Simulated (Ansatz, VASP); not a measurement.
# One calculation of TaSi, two programs

```
Ta Si
1.0
     3.05138    0.00000    0.00000
    -1.52569    2.64257    0.00000
     0.00000    0.00000    4.01291
Ta Si
1 1
Direct
  0.00000 0.00000 0.00000
  0.33333 0.66667 0.50000
```

Alike in both runs: functional PBE; k mesh 13 × 13 × 12; occupations fermi-dirac, width 0.05 eV; no spin polarisation.

Ansatz relaxed the structure, and its values are those at the end. VASP's run is a single point on that final structure, the one shown.

```csv
,VASP,Ansatz
version,VASP 6.6.1,Ansatz 0.2.0
potentials or method,"VASP PAW PBE potentials, release 64 (Ta_pv, Si)","PAW with Ansatz's default frozen-core files, scalar-relativistic"
plane-wave cutoff (eV),520,420
valence electrons in the cell,15,17
```

```csv
,VASP,Ansatz,Ansatz less VASP
pressure (GPa),-0.9,-1.0,-0.07
```

The two sets of potentials don't hold the same shells in valence.

Spin-orbit coupling is left out, which matters for the levels of Ta.
